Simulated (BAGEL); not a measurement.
# C5H8O2 (methyl methacrylate): RI-MP2/6-31G(d) (density fitting with cc-pvqz-jkfit, spherical functions)

What is the energy change on altering one bond length of C5H8O2 (methyl methacrylate) at RI-MP2/6-31G* (density fitting with cc-pvqz-jkfit, spherical functions)? 

The results are computed with BAGEL 1.2.2.

### 1 The structure to begin with

C5H8O2: 15 atoms, total charge 0, spin state singlet. SMILES: `C=C(C)C(=O)OC`. The shape is that of a PBE0-D4/def2-TZVP optimisation. This is one conformer, not always the lowest.

Bond lengths: C1–C2 1.330 Å, C2–C3 1.494 Å, C2–C4 1.491 Å, C4–O5 1.204 Å, C4–O6 1.341 Å, O6–C7 1.422 Å, C1–H8 1.084 Å, C1–H9 1.083 Å, C3–H10 1.093 Å, C3–H11 1.093 Å, C3–H12 1.090 Å, C7–H13 1.091 Å, C7–H14 1.088 Å, C7–H15 1.091 Å. Some angles: C1–C2–C3 124.0°, C1–C2–C4 116.9°, C3–C2–C4 119.0°, C2–C4–O5 125.6°, C2–C4–O6 111.4°, O5–C4–O6 123.0°, C4–O6–C7 115.1°, C2–C1–H8 121.3°, C2–C1–H9 120.3°, C2–C3–H10 111.1°.

### 2 A single-point energy at RI-MP2/6-31G(d) (density fitting with cc-pvqz-jkfit, spherical functions)

The input, calc.json:

```json
{ "bagel" : [

{
  "title" : "molecule",
  "basis" : "6-31gs.json",
  "df_basis" : "cc-pvqz-jkfit",
  "angstrom" : true,
  "geometry" : [
    { "atom" : "C", "xyz" : [   -2.115470,    0.766080,    0.491160 ] },
    { "atom" : "C", "xyz" : [   -0.980280,    0.074110,    0.472930 ] },
    { "atom" : "C", "xyz" : [   -0.703860,   -1.102000,    1.351370 ] },
    { "atom" : "C", "xyz" : [    0.066050,    0.518890,   -0.491900 ] },
    { "atom" : "O", "xyz" : [   -0.031390,    1.446280,   -1.252800 ] },
    { "atom" : "O", "xyz" : [    1.161360,   -0.251450,   -0.416360 ] },
    { "atom" : "C", "xyz" : [    2.212190,    0.104920,   -1.305790 ] },
    { "atom" : "H", "xyz" : [   -2.923090,    0.503830,    1.164690 ] },
    { "atom" : "H", "xyz" : [   -2.251020,    1.610120,   -0.173900 ] },
    { "atom" : "H", "xyz" : [   -0.492270,   -1.995320,    0.759000 ] },
    { "atom" : "H", "xyz" : [    0.174660,   -0.928530,    1.977370 ] },
    { "atom" : "H", "xyz" : [   -1.558440,   -1.305430,    1.997330 ] },
    { "atom" : "H", "xyz" : [    1.876680,    0.039980,   -2.341850 ] },
    { "atom" : "H", "xyz" : [    3.014700,   -0.605400,   -1.119350 ] },
    { "atom" : "H", "xyz" : [    2.550210,    1.123900,   -1.111900 ] }
  ]
},
{ "title" : "hf" },
{ "title" : "mp2", "ncore" : 7 }

]}
```

The basis set 6-31G* is read from a file made from the Basis Set Exchange's data (not shown).

The run is started by

```sh
$ BAGEL_NUM_THREADS=1 BAGEL calc.json > calc.out
```

What it wrote:

```text
* using 1 threads per process

  ===============================================================
  ===============================================================

  *** Geometry ***

  { "atom" : "C", "xyz" : [     -3.997659,      1.447681,      0.928158 ] },
  { "atom" : "C", "xyz" : [     -1.852461,      0.140048,      0.893708 ] },
  { "atom" : "C", "xyz" : [     -1.330103,     -2.082478,      2.553719 ] },
  { "atom" : "C", "xyz" : [      0.124816,      0.980560,     -0.929556 ] },
  { "atom" : "O", "xyz" : [     -0.059319,      2.733073,     -2.367449 ] },
  { "atom" : "O", "xyz" : [      2.194652,     -0.475172,     -0.786806 ] },
  { "atom" : "C", "xyz" : [      4.180433,      0.198270,     -2.467585 ] },
  { "atom" : "H", "xyz" : [     -5.523840,      0.952101,      2.200945 ] },
  { "atom" : "H", "xyz" : [     -4.253811,      3.042686,     -0.328623 ] },
  { "atom" : "H", "xyz" : [     -0.930255,     -3.770608,      1.434302 ] },
  { "atom" : "H", "xyz" : [      0.330060,     -1.754667,      3.736688 ] },
  { "atom" : "H", "xyz" : [     -2.945025,     -2.466905,      3.774407 ] },
  { "atom" : "H", "xyz" : [      3.546411,      0.075551,     -4.425455 ] },
  { "atom" : "H", "xyz" : [      5.696957,     -1.144040,     -2.115265 ] },
  { "atom" : "H", "xyz" : [      4.819198,      2.123863,     -2.101186 ] },

  Number of auxiliary basis functions:     1150

  Since a DF basis is specified, we compute 2- and 3-index integrals:
    o Being stored without compression. Storage requirement is 0.120 GB

  Number of basis functions:      114
  Number of electrons      :       54

    * METHOD: MOLECULE                             2.09

  *** RHF ***

  === Nuclear Repulsion ===
   303.1882859910

      * DIIS with orbital gradients will be used.

  === RHF iteration (6-31gs.json) ===
      0       -343.44054908          0.01636943           0.40
      1       -343.62917464          0.01047650           0.38
      2       -343.71101470          0.00188049           0.38
      3       -343.71458319          0.00079000           0.38
      4       -343.71516505          0.00015708           0.38
      5       -343.71521857          0.00008339           0.38
      6       -343.71523353          0.00003747           0.44
      7       -343.71523831          0.00001146           0.37
      8       -343.71523851          0.00000463           0.39
      9       -343.71523854          0.00000226           0.38
     10       -343.71523855          0.00000099           0.38
     11       -343.71523855          0.00000030           0.38
     12       -343.71523855          0.00000016           0.38
     13       -343.71523855          0.00000007           0.39
     14       -343.71523855          0.00000003           0.38
     15       -343.71523855          0.00000001           0.38
     16       -343.71523855          0.00000001           0.40
    * SCF iteration converged.

    * Permanent dipole moment:
           (   -0.142665,     0.564187,    -0.417602) a.u.

    * METHOD: HF                                   7.55

  *** RHF ***

  === Nuclear Repulsion ===
   303.1882859910

      * DIIS with orbital gradients will be used.

  === RHF iteration (6-31gs.json) ===
      0       -343.71523855          0.00000000           0.40
    * SCF iteration converged.

    * Permanent dipole moment:
           (   -0.142665,     0.564187,    -0.417601) a.u.

  === DF-MP2 calculation ===

    * freezing 7 orbitals
    * 3-index integral transformation done
    * assembly done

      MP2 correlation energy:   -0.9772656603      0.39

      MP2 total energy:       -344.6925042091

    * METHOD: MP2                                  1.23

  ===============================================================
```

It took 11 s on 1 thread of AMD EPYC 7R43 (Zen 3), shared host; peak memory 0.38 GiB.

### 3 The distorted shape

The input, mp2.json:

```json
{ "bagel": [

{
  "title": "molecule",
  "basis": "6-31gs.json",
  "df_basis": "cc-pvqz-jkfit",
  "angstrom": "true",
  "geometry": [
    { "atom": "C", "xyz": [   -2.156930,    0.942483,    0.359404 ] },
    { "atom": "C", "xyz": [   -1.021740,    0.250513,    0.341174 ] },
    { "atom": "C", "xyz": [   -0.703860,   -1.102000,    1.351370 ] },
    { "atom": "C", "xyz": [    0.024590,    0.695293,   -0.623656 ] },
    { "atom": "O", "xyz": [   -0.072850,    1.622683,   -1.384556 ] },
    { "atom": "O", "xyz": [    1.119900,   -0.075047,   -0.548116 ] },
    { "atom": "C", "xyz": [    2.170730,    0.281323,   -1.437546 ] },
    { "atom": "H", "xyz": [   -2.964550,    0.680233,    1.032934 ] },
    { "atom": "H", "xyz": [   -2.292480,    1.786523,   -0.305656 ] },
    { "atom": "H", "xyz": [   -0.492270,   -1.995320,    0.759000 ] },
    { "atom": "H", "xyz": [    0.174660,   -0.928530,    1.977370 ] },
    { "atom": "H", "xyz": [   -1.558440,   -1.305430,    1.997330 ] },
    { "atom": "H", "xyz": [    1.835220,    0.216383,   -2.473606 ] },
    { "atom": "H", "xyz": [    2.973240,   -0.428997,   -1.251106 ] },
    { "atom": "H", "xyz": [    2.508750,    1.300303,   -1.243656 ] }
  ]
},
{ "title": "hf" },
{ "title": "mp2", "ncore": 7 }

]}
```

The basis set 6-31G* is read from a file made from the Basis Set Exchange's data (not shown).

The run is started by

```sh
$ BAGEL_NUM_THREADS=1 BAGEL mp2.json > mp2.out
```

What it wrote:

```text
* using 1 threads per process

  ===============================================================
  ===============================================================

  *** Geometry ***

  { "atom" : "C", "xyz" : [     -4.076007,      1.781035,      0.679175 ] },
  { "atom" : "C", "xyz" : [     -1.930809,      0.473401,      0.644725 ] },
  { "atom" : "C", "xyz" : [     -1.330103,     -2.082478,      2.553719 ] },
  { "atom" : "C", "xyz" : [      0.046468,      1.313913,     -1.178539 ] },
  { "atom" : "O", "xyz" : [     -0.137667,      3.066426,     -2.616432 ] },
  { "atom" : "O", "xyz" : [      2.116304,     -0.141818,     -1.035789 ] },
  { "atom" : "C", "xyz" : [      4.102085,      0.531623,     -2.716568 ] },
  { "atom" : "H", "xyz" : [     -5.602188,      1.285454,      1.951962 ] },
  { "atom" : "H", "xyz" : [     -4.332159,      3.376039,     -0.577606 ] },
  { "atom" : "H", "xyz" : [     -0.930255,     -3.770608,      1.434302 ] },
  { "atom" : "H", "xyz" : [      0.330060,     -1.754667,      3.736688 ] },
  { "atom" : "H", "xyz" : [     -2.945025,     -2.466905,      3.774407 ] },
  { "atom" : "H", "xyz" : [      3.468063,      0.408905,     -4.674438 ] },
  { "atom" : "H", "xyz" : [      5.618609,     -0.810687,     -2.364248 ] },
  { "atom" : "H", "xyz" : [      4.740850,      2.457217,     -2.350169 ] },

  Number of auxiliary basis functions:     1150

  Since a DF basis is specified, we compute 2- and 3-index integrals:
    o Being stored without compression. Storage requirement is 0.120 GB

  Number of basis functions:      114
  Number of electrons      :       54

    * METHOD: MOLECULE                             2.27

  *** RHF ***

  === Nuclear Repulsion ===
   298.1288248492

      * DIIS with orbital gradients will be used.

  === RHF iteration (6-31gs.json) ===
      0       -343.42322310          0.01630040           0.47
      1       -343.60620000          0.01069953           0.44
      2       -343.69147086          0.00186505           0.44
      3       -343.69509524          0.00077402           0.45
      4       -343.69566869          0.00016048           0.46
      5       -343.69572450          0.00008354           0.51
      6       -343.69573974          0.00003712           0.42
      7       -343.69574434          0.00001185           0.46
      8       -343.69574456          0.00000480           0.45
      9       -343.69574458          0.00000232           0.45
     10       -343.69574459          0.00000105           0.44
     11       -343.69574459          0.00000032           0.45
     12       -343.69574459          0.00000017           0.45
     13       -343.69574459          0.00000007           0.46
     14       -343.69574459          0.00000003           0.45
     15       -343.69574459          0.00000001           0.46
     16       -343.69574459          0.00000001           0.46
    * SCF iteration converged.

    * Permanent dipole moment:
           (   -0.116806,     0.588910,    -0.453456) a.u.

    * METHOD: HF                                   8.63

  *** RHF ***

  === Nuclear Repulsion ===
   298.1288248492

      * DIIS with orbital gradients will be used.

  === RHF iteration (6-31gs.json) ===
      0       -343.69574459          0.00000000           0.51
    * SCF iteration converged.

    * Permanent dipole moment:
           (   -0.116806,     0.588910,    -0.453456) a.u.

  === DF-MP2 calculation ===

    * freezing 7 orbitals
    * 3-index integral transformation done
    * assembly done

      MP2 correlation energy:   -0.9778120382      0.42

      MP2 total energy:       -344.6735566329

    * METHOD: MP2                                  1.43

  ===============================================================
```

Run time: 13 s. Hardware: 1 thread of AMD EPYC 7R43 (Zen 3), shared host; peak memory 0.38 GiB.

### 4 Summary of results

At RI-MP2/6-31G* (density fitting with cc-pvqz-jkfit, spherical functions), 7 core orbitals frozen:

| quantity | value |
| --- | --- |
| first shape: total energy | -344.69250 Eh |
| first shape: correlation energy (7 core orbitals frozen) | -977.3 mEh |
| distorted shape: total energy | -344.67356 Eh |
| distorted shape: correlation energy (7 core orbitals frozen) | -977.8 mEh |
| energy change with the C2–C3 bond stretched from 1.494 to 1.718 Å | 0.516 eV |

**Reading.** With the C2–C3 bond stretched from 1.494 to 1.718 Å the energy rises by 0.52 eV (49.7 kJ/mol). The first shape isn't relaxed at this level, so the change isn't measured from a minimum.
